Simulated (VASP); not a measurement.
WS2 under changes of volume

One of the cells (48.608 Å³/atom); the others are scaled copies at fixed shape and fractional positions:

```xyz
3
Lattice="3.1470 0.0000 0.0000 -1.5735 2.7254 0.0000 0.0000 0.0000 17.0027" Properties=species:S:1:pos:R:3 pbc="T T T"
W     0.0000    0.0000    0.0000
S     0.0000    1.8169    1.5674
S     0.0000    1.8169   15.4353
```

```yaml
Program: VASP 6.6.1
Functional: PBEsol
Potentials_or_basis: VASP PAW PBE potentials, release 64 (W_sv, S)
Cutoff: 520 eV
k_mesh: 8 × 8 × 2
Occupations: gaussian, width 0.02 eV
Spin: no spin polarisation
```

```tsv
volume (Å³/atom)	energy over the lowest point (meV/atom)	gap on the mesh (eV)	largest force (eV/Å)
46.664	?	?	?
47.636	3.85	2.35	0.386
48.608	0.00	2.30	0.002
49.581	3.58	2.25	0.354
50.553	13.84	2.20	0.684
```

Question: What does the run at 46.664 Å³/atom give?

Answer: Energy over the lowest point 15.96 meV/atom; gap on the mesh 2.40 eV; largest force 0.802 eV/Å.

Worked out: A Birch-Murnaghan fit of order 2 (a polynomial in V^(-2/3)) to the other rows has its minimum at 48.61 Å³/atom with B0 = V·E''(V) = 61 GPa at fixed shape and positions, which overstates the stiffness. It gives 15.87 meV/atom at 46.664 Å³/atom, against the run's 15.96. A straight line through the other rows of the gap, of slope -2.52 eV per unit of ln V, extrapolates to 2.40 eV, against the run's 2.40.

Energies are extrapolated to zero smearing.

Caveats: the PAW data sets were made with another functional, which shifts forces and pressure a little; spin-orbit coupling is left out, which moves the levels of the heavy elements.

A mesh can miss the band edges.
